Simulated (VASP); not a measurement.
# CdSe (P6_3mc) in VASP: further runs, part 2 of 2

VASP 6.6.1. The steps go on from the part before.

### Step 3. Single point, PBEsol

File INCAR:

```
PREC = Accurate ; ENCUT = 520
EDIFF = 1E-6 ; ISMEAR = 0
SIGMA = 0.01 ; LREAL = F
LASPH = T ; NELM = 60
ALGO = Normal ; ISIF = 2
LWAVE = F ; LCHARG = F
GGA = PS ; NBANDS = 26
```

File KPOINTS:

```
regular mesh
0
Gamma
  6 6 4
```

File POSCAR:

```
CdSe
1.0
    4.3000000000      0.0000000000      0.0000000000
   -2.1500000000      3.7239092400      0.0000000000
    0.0000000000      0.0000000000      7.0200000000
Cd Se
2 2
Direct
    0.3333333300      0.6666666700      0.0000000000
    0.6666666700      0.3333333300      0.5000000000
    0.3333333300      0.6666666700      0.3850000000
    0.6666666700      0.3333333300      0.8850000000
```

Potentials or basis: VASP PAW PBE potentials, release 64 (Cd, Se).

The run is started by

```sh
$ cat potpaw_PBE.64/Cd/POTCAR potpaw_PBE.64/Se/POTCAR > POTCAR
$ mpirun -np 1 vasp_std > vasp.out
```

OUTCAR:

```text
PREC = Accurate
   ENCUT = 520
   EDIFF = 1E-6
   ISMEAR = 0
   LREAL = F
   LASPH = T
   NELM = 60
   ISIF = 2
   GGA = PS

 ion  position               nearest neighbor table
   1  0.333  0.667  0.000-   4 2.61   4 2.61   4 2.61   3 2.70
   2  0.667  0.333  0.500-   3 2.61   3 2.61   3 2.61   4 2.70
   3  0.333  0.667  0.385-   2 2.61   2 2.61   2 2.61   1 2.70
   4  0.667  0.333  0.885-   1 2.61   1 2.61   1 2.61   2 2.70

  LATTYP: Found a hexagonal cell.
 ALAT       =     4.3000000000
 C/A-ratio  =     1.6325581395

  Lattice vectors:

 A1 = (   4.3000000000,   0.0000000000,   0.0000000000)
 A2 = (  -2.1500000000,   3.7239092400,   0.0000000000)
 A3 = (   0.0000000000,   0.0000000000,   7.0200000000)

Analysis of symmetry for initial positions (statically):
=====================================================================
 Subroutine PRICEL returns:
 Original cell was already a primitive cell.

 Routine SETGRP: Setting up the symmetry group for a
 hexagonal supercell.

 Subroutine GETGRP returns: Found 12 space group operations
 (whereof  6 operations were pure point group operations)
 out of a pool of 24 trial point group operations.

The static configuration has the point symmetry C_3v.
 The point group associated with its full space group is C_6v.

Analysis of symmetry for dynamics (positions and initial velocities):
=====================================================================
 Subroutine PRICEL returns:
 Original cell was already a primitive cell.

 Routine SETGRP: Setting up the symmetry group for a
 hexagonal supercell.

 Subroutine GETGRP returns: Found 12 space group operations
 (whereof  6 operations were pure point group operations)
 out of a pool of 24 trial point group operations.

The dynamic configuration has the point symmetry C_3v.
 The point group associated with its full space group is C_6v.
[... 115 lines left out ...]
   EFERMI_NEDOS =   21; number of points for ismear=-14 and -15
   IALGO  =     38    algorithm
   IMIX   =      4    mixing-type and parameters
     AMIX     =   0.40;   BMIX     =  1.00
     AMIX_MAG =   1.60;   BMIX_MAG =  1.00
  volume/ion in A,a.u.               =      28.10       189.64
  Fermi-wavevector in a.u.,A,eV,Ry     =   1.120059  2.116604 17.068937  1.254531
  Thomas-Fermi vector in A             =   2.256702
   LORBIT       =      0    0 simple, 1 ext, 2 COOP (PROOUT), +10 PAW based schemes
   GGA     = PS    functional components
   LHFCALC =     F    Hartree Fock is set to
   AEXX    =    0.0000 exact exchange contribution
   IVDW    =     0    specifies the selected vdW correction
   LEPSILON=     F    determine dielectric tensor
   LRPA    =     F    only Hartree local field effects (RPA)
 non-spin polarized calculation
 Gauss-broadening in eV      SIGMA  =   0.01
  energy-cutoff  :      520.00
  volume of cell :      112.41
 maximum number of plane-waves:      3042
 NGX is ok and might be reduce to    32
   NGX = 15   NGY = 15   NGZ = 27

 number of electron      35.9999998 magnetization

 Free energy of the ion-electron system (eV)
  ---------------------------------------------------
  ext. energy  EPLUGINS =         0.00000000
  ---------------------------------------------------
  free energy    TOTEN  =       -12.32730919 eV

  energy without entropy =      -12.32730919  energy(sigma->0) =      -12.32730919

 E-fermi :   0.8776     XC(G=0):  -9.0930

 val. band max:        0.8082379630   @ k =   0.0000   0.0000   0.0000
 cond. band min:       1.3866456670   @ k =   0.0000   0.0000   0.0000
 fundamental gap:      0.5784077040
 Fermi energy:         0.8776319334

 k-point     1 :       0.0000    0.0000    0.0000
  band No.  band energies     occupation
      1     -11.8158      2.00000
      2     -11.4420      2.00000
      3      -7.1081      2.00000
      4      -7.1081      2.00000
      5      -7.0522      2.00000
      6      -7.0522      2.00000
[... 598 lines left out ...]
     25       9.4920      0.00000
     26       9.4922      0.00000

------------------------ aborting loop because EDIFF is reached ----------------------------------------

  FORCE on cell =-STRESS in cart. coord.  units (eV):
  Direction    XX          YY          ZZ          XY          YZ          ZX
  --------------------------------------------------------------------------------------
  -------------------------------------------------------------------------------------
  Total        0.8037844      0.8037844     -0.5459387      0.0000000      0.0000000      0.0000000
  in kB       11.4563297     11.4563297     -7.7812585      0.0000000      0.0000000      0.0000000
  external PRESSURE =       5.0438003 kB  Pullay stress =       0.0000000 kB

 VOLUME and BASIS-vectors are now :
 -----------------------------------------------------------------------------
  energy-cutoff  :      520.00
  volume of cell :      112.41
      direct lattice vectors                 reciprocal lattice vectors
     4.300000000  0.000000000  0.000000000     0.232558140  0.134267504  0.000000000
    -2.150000000  3.723909240  0.000000000     0.000000000  0.268535009  0.000000000
     0.000000000  0.000000000  7.020000000     0.000000000  0.000000000  0.142450142

 POSITION                                       TOTAL-FORCE (eV/Angst)
 -----------------------------------------------------------------------------------
     -0.00000      2.48261      0.00000        -0.000000     -0.000000      0.275529
      2.15000      1.24130      3.51000         0.000000      0.000000      0.275529
     -0.00000      2.48261      2.70270        -0.000000      0.000000     -0.275529
      2.15000      1.24130      6.21270         0.000000     -0.000000     -0.275529
 -----------------------------------------------------------------------------------
    total drift:                               -0.000013      0.000007      0.000107

  FREE ENERGIE OF THE ION-ELECTRON SYSTEM (eV)
  ---------------------------------------------------
  free  energy   TOTEN  =       -12.3273091912 eV

  energy  without entropy=      -12.3273091912  energy(sigma->0) =      -12.32730919
```

OSZICAR:

```text
N       E                     dE             d eps       ncg     rms          rms(c)
DAV:   1     0.237206543141E+03    0.23721E+03   -0.16982E+04  1092   0.125E+03
DAV:   2    -0.982418350732E-01   -0.23730E+03   -0.22963E+03  1176   0.305E+02
DAV:   3    -0.129776777137E+02   -0.12879E+02   -0.12803E+02  1316   0.709E+01
DAV:   4    -0.130904738301E+02   -0.11280E+00   -0.11267E+00  1198   0.614E+00
DAV:   5    -0.130911159733E+02   -0.64214E-03   -0.64211E-03  1258   0.463E-01    0.850E+00
DAV:   6    -0.123684534018E+02    0.72266E+00   -0.13251E+00  1378   0.121E+01    0.678E+00
DAV:   7    -0.123312229346E+02    0.37230E-01   -0.48075E-01  1156   0.362E+00    0.282E+00
DAV:   8    -0.123277254959E+02    0.34974E-02   -0.53057E-02  1150   0.237E+00    0.357E-01
DAV:   9    -0.123272112149E+02    0.51428E-03   -0.70726E-03  1188   0.998E-01    0.107E-01
DAV:  10    -0.123272541541E+02   -0.42939E-04   -0.68164E-04  1182   0.277E-01    0.608E-02
DAV:  11    -0.123273192150E+02   -0.65061E-04   -0.18025E-04  1138   0.905E-02    0.280E-02
DAV:  12    -0.123273072963E+02    0.11919E-04   -0.48820E-05  1166   0.773E-02    0.912E-03
DAV:  13    -0.123273102165E+02   -0.29202E-05   -0.12837E-05  1124   0.154E-02    0.975E-03
DAV:  14    -0.123273091489E+02    0.10675E-05   -0.24152E-06   992   0.122E-02    0.393E-03
DAV:  15    -0.123273091912E+02   -0.42206E-07   -0.25880E-07   568   0.288E-03
   1 F= -.12327309E+02 E0= -.12327309E+02  d E =-.955999E-25
```

stdout:

```text
POSCAR found type information on POSCAR CdSe
 POSCAR found :  2 types and       4 ions
 scaLAPACK will be used
 -----------------------------------------------------------------------------
|                                                                             |
|                                                                             |
|     You enforced a specific xc type in the INCAR file but a different       |
|     I HOPE YOU KNOW WHAT YOU ARE DOING!                                     |
|                                                                             |
 -----------------------------------------------------------------------------

 LDA part: xc-table for (Slater+PW92), standard interpolation
 POSCAR, INCAR and KPOINTS ok, starting setup
 FFT: planning ... GRIDC
 FFT: planning ... GRID_SOFT
 FFT: planning ... GRID
 WAVECAR not read
 entering main loop
```

It took 65 s on 1 thread of Intel Xeon 8259CL, shared host; peak memory 0.25 GiB.

What came out:

```
Free energy            : -12.3273 eV
Pressure               : 0.5 GPa
Largest force          : 0.276 eV/Å
Band gap on the k mesh : 0.58 eV
```

Forces on the atoms (eV/Å):
```
Cd   0.000  0.000  0.276
Cd   0.000  0.000  0.276
Se   0.000  0.000 -0.276
Se   0.000  0.000 -0.276
```

Caveat: the PAW data sets were made with another functional, which shifts forces and pressure a little.

### Step 4. How close it comes

Step 2. A measured gap of CdSe is 1.841 eV (2 K; a printed reference work, data compilation); the calculated 0.58 eV misses it by -1.26 eV. So large a miss can be the level of theory's own, or it may mean another phase, state or a wrong row. Spin-orbit coupling on Cd, Se is left out. The value is that of PBEsol, without temperature or zero-point motion. Semilocal functionals fall short of measured gaps as a rule.

Step 3. Against the measured gap of CdSe, 1.841 eV (2 K; a printed reference work, data compilation), the calculated 0.58 eV is off by -1.26 eV. So large a miss can be the level of theory's own, or it may mean another phase, state or a wrong row. Spin-orbit coupling on Cd, Se is left out. The value is that of PBEsol, without temperature or zero-point motion. Semilocal functionals fall short of measured gaps as a rule.
